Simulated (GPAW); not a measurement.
# ZnS (F-43m) in GPAW: a series of runs

Runs on ZnS. Level: PBE. Tasks: single point.

Everything below comes from runs of GPAW 26.7.0. Logs are shortened: lines on timing, memory, paths and dates and some standing lists are left out, and cuts for length are marked. The log counts tension as positive stress, the text compression.

**Experimental background.**

From “Electronic, vibrational, and thermodynamic properties of ZnS (zincblende and rocksalt structure)”, 2009, arxiv:0911.5022, for a bulk crystal of ZnS at 19 K: band gap 3.85 eV (direct).

The results are compared with them further down.

### 1 The crystal as given

The structure is cubic, space group F-43m (No. 216). Conventional cell: a = 5.404 Å, b = 5.404 Å, c = 5.404 Å, α = 90.00°, β = 90.00°, γ = 90.00°. Around Zn (site symmetry -43m) lie 4 S at 2.34 Å. S (site symmetry -43m) has 4 Zn at 2.34 Å as nearest neighbours.

### 2 Single point, PBE

The input, run.py:

```python
from ase.dft.bandgap import bandgap
from ase.io import read, write
from ase.units import GPa
from gpaw import GPAW, PW

atoms = read('POSCAR')

calc = GPAW(mode=PW(600),
            xc='PBE',
            kpts={'size': (9, 9, 9), 'gamma': True},
            occupations={'name': 'methfessel-paxton', 'order': 0, 'width': 0.015},
            nbands=18,
            convergence={'density': 1e-05, 'energy': 1e-05},
            maxiter=150,
            txt='gpaw.txt')
atoms.calc = calc
energy = atoms.get_potential_energy()
forces = atoms.get_forces()
stress = atoms.get_stress()
calc.write('gs.gpw')
write('result.traj', atoms)
print(f'Energy: {energy:.6f} eV')
print('Forces (eV/A):')
print(forces.round(4))
print('Stress (GPa):', (stress / GPa).round(3))
print('Fermi level:', round(calc.get_fermi_level(), 4), 'eV')
print(f'Gap: {bandgap(calc)[0]:.4f} eV, direct: {bandgap(calc, direct=True)[0]:.4f} eV')
```

The input, POSCAR:

```
ZnS
1.0
    0.0000000000      2.7020000000      2.7020000000
    2.7020000000      0.0000000000      2.7020000000
    2.7020000000      2.7020000000      0.0000000000
Zn S
1 1
Direct
    0.7500000000      0.7500000000      0.7500000000
    0.0000000000      0.0000000000      0.0000000000
```

Potentials or basis: GPAW PAW data sets (gpaw-data 1.2.1), pw.

The run is started by

```sh
OMP_NUM_THREADS=1 python run.py
```

gpaw.txt:

```text
__  _  _
 | _ |_)|_||  |
 |__||  | ||/\| - 26.7.0

Input parameters:
  mode=PW(ecut=600.0),
  convergence={'density': 1e-05, 'energy': 1e-05},
  kpts=MonkhorstPack(size=(9, 9, 9), gamma=True),
  maxiter=150,
  nbands=18,
  occupations=Occupations(name='methfessel-paxton', order=0, width=0.015),
  xc=XC(name='PBE')

Diagonalizing LCAO Hamiltonian
Converting LCAO to pw mode

                    Zn

       S

Atoms  # Å, Bohr magnetons
|   | symbol |        x |        y |        z |    initial magnetic moments |
|---|--------|----------|----------|----------|-----------------------------|
| 0 |     Zn | 4.053000 | 4.053000 | 4.053000 | ( 0.0000,  0.0000,  0.0000) |
| 1 |      S | 0.000000 | 0.000000 | 0.000000 | ( 0.0000,  0.0000,  0.0000) |

Unit cell  # Å
| periodic |        x |        y |        z |  lengths |    angles |
|----------|----------|----------|----------|----------|-----------|
|      yes | 0.000000 | 2.702000 | 2.702000 | 3.821205 | 60.000000 |
|      yes | 2.702000 | 0.000000 | 2.702000 | 3.821205 | 60.000000 |
|      yes | 2.702000 | 2.702000 | 0.000000 | 3.821205 | 60.000000 |

Number of symmetries: 24
Symmetry operations  # r_c * U_cc + t_c -> r_c
|    | kind |            matrix            |
|----|------|------------------------------|
|  0 |  E   |  1, 0, 0,  0, 1, 0,  0, 0, 1 |
|  1 |  σ   |  1, 0, 0,  0, 0, 1,  0, 1, 0 |
|  2 |  σ   |  1, 0,-1,  0, 1,-1,  0, 0,-1 |
|  3 |  C3  |  1, 0,-1,  0, 0,-1,  0, 1,-1 |
|  4 |  C3  |  1,-1, 0,  0,-1, 1,  0,-1, 0 |
|  5 |  σ   |  1,-1, 0,  0,-1, 0,  0,-1, 1 |
|  6 |  σ   |  0, 1, 0,  1, 0, 0,  0, 0, 1 |
|  7 |  C3  |  0, 1, 0,  0, 0, 1,  1, 0, 0 |
|  8 |  C2  |  0, 1,-1,  1, 0,-1,  0, 0,-1 |
|  9 |  S4  |  0, 1,-1,  0, 0,-1,  1, 0,-1 |
| 10 |  C3  |  0, 0, 1,  1, 0, 0,  0, 1, 0 |
| 11 |  σ   |  0, 0, 1,  0, 1, 0,  1, 0, 0 |
| 12 |  S4  |  0, 0,-1,  1, 0,-1,  0, 1,-1 |
| 13 |  C3  |  0, 0,-1,  0, 1,-1,  1, 0,-1 |
| 14 |  S4  |  0,-1, 1,  1,-1, 0,  0,-1, 0 |
| 15 |  C2  |  0,-1, 1,  0,-1, 0,  1,-1, 0 |
| 16 |  C3  |  0,-1, 0,  1,-1, 0,  0,-1, 1 |
| 17 |  S4  |  0,-1, 0,  0,-1, 1,  1,-1, 0 |
| 18 |  S4  | -1, 1, 0, -1, 0, 1, -1, 0, 0 |
| 19 |  C3  | -1, 1, 0, -1, 0, 0, -1, 0, 1 |
| 20 |  C3  | -1, 0, 1, -1, 1, 0, -1, 0, 0 |
| 21 |  S4  | -1, 0, 1, -1, 0, 0, -1, 1, 0 |
| 22 |  σ   | -1, 0, 0, -1, 1, 0, -1, 0, 1 |
| 23 |  C2  | -1, 0, 0, -1, 0, 1, -1, 1, 0 |

BZ-sampling:
  Number of BZ points: 729
  Number of IBZ points: 35

  Monkhorst-Pack size: [9, 9, 9]
  Monkhorst-Pack shift: [0, 0, 0]

K-points  # in reciprocal-cell coordinates
|     |                                coordinates |     weight |
|-----|--------------------------------------------|------------|
|   0 | (  0.00000000,   0.00000000,   0.00000000) | 0.00137174 |
|   1 | (  0.11111111,   0.11111111,   0.00000000) | 0.00823045 |
|   2 | (  0.11111111,   0.11111111,   0.11111111) | 0.01097394 |
|   3 | (  0.22222222,   0.11111111,   0.11111111) | 0.01646091 |
|   4 | (  0.22222222,   0.22222222,   0.00000000) | 0.00823045 |
|   5 | (  0.22222222,   0.22222222,   0.11111111) | 0.03292181 |
|   6 | (  0.22222222,   0.22222222,   0.22222222) | 0.01097394 |
|   7 | (  0.33333333,   0.22222222,   0.11111111) | 0.03292181 |
|   8 | (  0.33333333,   0.22222222,   0.22222222) | 0.03292181 |
|   9 | (  0.33333333,   0.33333333,  -0.33333333) | 0.01646091 |
| ... |                                            |            |
|  34 | (  0.44444444,   0.44444444,   0.44444444) | 0.01097394 |

Plane wave coefficients: 1363
Cutoff: 600.0 eV

Spin-components: 1 (collinear spins)
Bands:           18
Projectors:      11
Spin-degeneracy: 2
Datatype:        complex128

Parallelization:
  kpt:    1
  domain: 1
  band:   1

Density:
  Valence electrons: 18.0
  Components: 1
  Grid points: [24 24 24]
  Charge: 0.0  # |e|

Potential:
  Grid points: [24 24 24]

species:
  Zn:
    name:    Zinc
    Z:       30.0
    valence: 12
    core:    18
    charge:  0.0  # [|e|]
    compensation charges:
      type: gauss
      rc: 0.37  # [Å]
      lmax: 2
    cutoffs:
      filter: 2.14  # [Å]
      core: 2.28  # [Å]
    projectors
    | kind |    occ | energy [eV] | rcut [Å] |
    |------|--------|-------------|----------|
    |   4s |  2.000 |      -5.977 |    1.286 |
    |   4p |  0.000 |      -1.117 |    1.270 |
    |   3d | 10.000 |     -10.142 |    1.180 |
    |    s |        |      21.234 |    1.286 |
    |    p |        |      26.095 |    1.270 |
    |    d |        |      17.070 |    1.180 |

    Using partial waves for Zn as LCAO basis

  S:
    name:    Sulfur
    Z:       16.0
    valence: 6
    core:    10
    charge:  0.0  # [|e|]
    compensation charges:
      type: gauss
      rc: 0.24  # [Å]
      lmax: 2
    cutoffs:
      filter: 1.77  # [Å]
      core: 1.66  # [Å]
    projectors
    | kind |    occ | energy [eV] | rcut [Å] |
    |------|--------|-------------|----------|
    |   3s |  2.000 |     -17.254 |    0.974 |
    |   3p |  4.000 |      -7.008 |    0.979 |
    |    s |        |       9.957 |    0.974 |
    |    p |        |      20.203 |    0.979 |
    |    d |        |       0.000 |    0.900 |

    Using partial waves for S as LCAO basis

Reference energy: -59718.946550  # eV

eigensolver:
  PPCG
  Converge bands: occupied
  niter=2

density mixing:
  MSR1-Mixer
  Pratt-step length: 0.05
  Maximum mixing coefficient: 0.75
  Old densities: 10
  SVD Regularization: 0.005
  Good broyden scale: 1.0
  Trust region scale: 1.0
  Backstep threshold: 4.0
  History deletion threshold: 6.0
  Fourier metric: weight=20.0, sigma=0.015

occupation numbers:
  Methfessel-Paxton:
    width: 0.0150  # eV
    order: 0

poisson solver:
  ecut: 4800.0  # eV

xc functional:
  name: PBE with 2 nearest neighbor stencil

convergence criteria:
- Maximum integral of absolute [dens]ity change: 1e-05 electrons / valence electron
- Maximum [total energy] change in last 3 cyles: 1e-05 eV / valence electron
- Maximum integral of absolute [eigenst]ate change: 4e-08 eV^2 / valence electron
maximum number of iterations: 150

SCF iterations
|iter     | |      energy | eigst |  dens |
|---------|-|-------------|-------|-------|
|iter:   1| |   -7.291913 | -0.09 |       |
|iter:   2| |   -7.205643 | -1.80 | -1.18 |
|iter:   3| |   -6.921237 | -1.50 | -1.23 |
|iter:   4| |   -6.921903 | -2.66 | -1.79 |
|iter:   5| |   -6.923390 | -3.64 | -2.23 |
|iter:   6| |   -6.923337 | -4.30 | -3.00 |
|iter:   7| |   -6.923362c| -5.20 | -3.52 |
|iter:   8| |   -6.923369c| -5.86 | -3.87 |
|iter:   9| |   -6.923369c| -8.04c| -4.90 |
|iter:  10| |   -6.923369c| -7.59c| -5.36c|

Converged in 10 steps
Energy contributions relative to reference atoms: (reference = -59718.946550)

Energy contributions:
  Kinetic:          10.974489
  Coulomb:          -9.307937
  Zero:              0.056342
  External:          0.000000
  Xc:               -8.646264
  Entropy:           0.000000
  Spinorbit:         0.000000
  ----------------------------
  Free energy:      -6.923369
  Extrapolated:     -6.923369

dipole moment: (-14.590608, -14.590608, -14.590608)  # |e|*Ang

Fermi level: 4.497
Eigenvalues  # (at kpt = [0.000, 0.000, 0.000])
| band index |      eig [eV] | occ [0-2] |
|------------|---------------|-----------|
|          0 |        -9.388 |     2.000 |
|          1 |        -2.563 |     2.000 |
|          2 |        -2.563 |     2.000 |
|          3 |        -2.563 |     2.000 |
|          4 |        -2.069 |     2.000 |
|          5 |        -2.069 |     2.000 |
|          6 |         3.752 |     2.000 |
|          7 |         3.752 |     2.000 |
|          8 |         3.752 |     2.000 |
|          9 |         5.856 |     0.000 |
|         10 |        10.122 |     0.000 |
|         11 |        10.122 |     0.000 |
|         12 |        10.122 |     0.000 |
|         13 |        15.368 |     0.000 |
|         14 |        15.368 |     0.000 |
|         15 |        15.644 |     0.000 |
|         16 |        18.294 |     0.000 |
|         17 |        18.294 |     0.000 |

Gap: 2.104 eV
Transition (v -> c):
  (s=0, k=0, n=8, [0.00, 0.00, 0.00]) -> (s=0, k=0, n=9, [0.00, 0.00, 0.00])
No difference between direct/indirect transitions

Forces  # eV/Ang
|       x |        y |       z |
|---------|----------|---------|
| 0.00000 |  0.00000 | 0.00000 |  # Zn   0
| 0.00000 | -0.00000 | 0.00000 |  # S    1

Stress tensor  # eV/Ang^3
|         x |         y |         z |
|-----------|-----------|-----------|
| -0.010136 |  0.000000 |  0.000000 |
|  0.000000 | -0.010136 |  0.000000 |
|  0.000000 |  0.000000 | -0.010136 |

# Writing to gs.gpw (mode='')
```

It took 17 s on 1 thread of Arm Neoverse V2, shared host; peak memory 0.16 GiB.

Results:

```yaml
Free_energy: -6.9234 eV
Pressure: 1.6 GPa
Band_gap_on_the_k_mesh: 2.10 eV, direct
```

Levels at points of the mesh, in eV from the valence-band top:
| k point | band 5 | band 6 | band 7 | band 8 | band 9 | band 10 | band 11 | band 12 | band 13 | band 14 |
| --- | --- | --- | --- | --- | --- | --- | --- | --- | --- | --- |
| (0.00, 0.00, 0.00) | -5.82 | -5.82 | 0.00 | 0.00 | 0.00 | 2.10 | 6.37 | 6.37 | 6.37 | 11.62 |

(Part 1 of 2 ends here.)
